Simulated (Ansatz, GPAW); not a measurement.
## Mo: programs and potentials compared

```xyz
1
Lattice="-1.5838 1.5838 1.5838 1.5838 -1.5838 1.5838 1.5838 1.5838 -1.5838" Properties=species:S:1:pos:R:3 pbc="T T T"
Mo    0.0000    0.0000    0.0000
```

Alike in all runs: task single point; functional LDA; k mesh 12 × 12 × 12; occupations gaussian, width 0.1 eV; no spin polarisation; no spin-orbit coupling. LDA stands for any of its common fits. Pressure is positive in compression and, in plane waves, holds the error of the finite cutoff, which Ansatz's Pulay term estimates and takes out.

```csv
program and potentials,plane-wave cutoff (eV),notes,band gap (eV),pressure (GPa)
"Ansatz, Ansatz PAW",420,"potentials made for PBE, which Ansatz adapts in part",?,?
"Ansatz, all-electron LAPW, scalar-relativistic",-,-,no gap,-14.15
"GPAW, the program's PAW data sets (release 1.2.1) made for this functional",600,-,no gap,-15.04
```

Task: Estimate from the other rows what the run with Ansatz, Ansatz PAW gave.

Result: No band gap; pressure -14.23 GPa. The other rows, which needn't bracket it: pressure -15.04 to -14.15.
